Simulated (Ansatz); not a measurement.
# Stiffness of Rh from strained cells

```yaml
crystal:
  lattice:
    - [0.00000, 1.90299, 1.90299]
    - [1.90299, 0.00000, 1.90299]
    - [1.90299, 1.90299, 0.00000]
  atoms:
    - { symbol: Rh, position: [0.00000, 0.00000, 0.00000] }
```

The cell is the one relaxed in the Materials Project (mp-74), not relaxed further here; entries there can be hypothetical.

Spin polarisation is left out, and whether a magnetic state lies lower isn't shown here.

Computed with Ansatz 0.2.0, DFT, LDA, all-electron LAPW, scalar-relativistic.

Numerical set-up: a Γ-centred 18×18×18 k mesh, Fermi–Dirac smearing of 0.05 eV, basis error target 0.5 meV/atom, no spin polarisation.

The unstrained cell is at -11.80 GPa. Large strains and very small stresses are left out. Each strain is applied once, with fractional coordinates held (clamped ions), and σ below is the change of stress, positive in tension. One finite strain gives stress–strain coefficients at this pressure with an error of the order of the strain times third-order constants, a few per cent for each per cent of strain. In a metal the k mesh adds noise of tens of per cent to soft shears.

Task: With z strained by -1 % at fixed volume, the run gives σzz − σxx = -3.77 GPa and εzz − εxx = -0.0150. Which stiffness follows?

Result: C11 − C12 = (σzz − σxx)/(εzz − εxx) = 251 GPa.

Task: Scaling the volume by 0.9800 and 1.0200 gives -6.34 GPa and -16.61 GPa. Combine this with the best C11 − C12 to estimate C11 and C12.

Result: B = −ΔP/Δln V = 256.7 GPa = (C11 + 2 C12)/3; with C11 − C12 = 250.9 GPa, C11 = B + (2/3)(C11 − C12) = 424 GPa and C12 = B − (C11 − C12)/3 = 173 GPa.
